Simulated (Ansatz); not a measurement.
# Every step of a relaxation of CoSi (WC type)

DFT, PBE, PAW with Ansatz's default frozen-core files, scalar-relativistic (Ansatz 0.2.0); a Γ-centred 16×16×14 k mesh, Fermi–Dirac smearing of 0.05 eV, no spin polarisation. The run relaxes shape and atoms at held volume.

Command: `ansatz run input.yaml --threads 1 --pin off --max-ram 2048MiB --backend cpu --events-out ev --progress --plain --runs-dir out` It took 42 s on 1 thread of Arm Neoverse V1, with other jobs on the host, peak memory 0.39 GiB.

PAW: frozen-core files, cutoff 420 eV; forces are relaxed below 0.005 eV/Å.

Each step lists its free energy a cell above the last geometry, the pressure, the cell vectors (Å), and Cartesian positions (Å) with forces (eV/Å).

The first step:

```
step 1  dF = 14.75 meV  P = 31.1 GPa
  cell 3.2249 0.0000 0.0000  -1.6124 2.7928 0.0000  0.0000 0.0000 2.4417
  Co 0.0000 0.0000 0.0000   0.0000 0.0000 0.0000
  Si 0.0000 1.8619 1.2208   0.0000 0.0000 0.0000
```

Spin polarisation is left out, though a magnetic state may lie lower.

Q: Where does the relaxation end, and by which steps?

A: After 4 geometries, with conventional a, b, c = 3.190, 3.190, 2.495 Å, at 10.995 Å³/atom and 29.2 GPa in space group P-6m2, with a shortest distance of 2.225 Å. The further steps:
```
step 2  dF = 3.44 meV  P = 30.1 GPa
  cell 3.2072 0.0000 0.0000  -1.6036 2.7775 0.0000  0.0000 0.0000 2.4686
  Co 0.0000 0.0000 0.0000   0.0000 0.0000 0.0000
  Si 0.0000 1.8517 1.2343   0.0000 0.0000 0.0000
step 3  dF = 0.03 meV  P = 29.3 GPa
  cell 3.1919 0.0000 0.0000  -1.5959 2.7643 0.0000  0.0000 0.0000 2.4924
  Co 0.0000 0.0000 0.0000   0.0000 0.0000 0.0000
  Si 0.0000 1.8428 1.2462   0.0000 0.0000 0.0000
step 4  dF = 0.00 meV  P = 29.2 GPa
  cell 3.1905 0.0000 0.0000  -1.5952 2.7630 0.0000  0.0000 0.0000 2.4946
  Co 0.0000 0.0000 0.0000   0.0000 0.0000 0.0000
  Si 0.0000 1.8420 1.2473   0.0000 0.0000 0.0000
step 5  dF = -0.07 meV  P = 29.2 GPa  (same geometry on a basis chosen anew; earlier energies don't compare to the last digit)
  cell 3.1905 0.0000 0.0000  -1.5952 2.7630 0.0000  0.0000 0.0000 2.4946
  Co 0.0000 0.0000 0.0000   0.0000 0.0000 0.0000
  Si 0.0000 1.8420 1.2473   0.0000 0.0000 0.0000
```
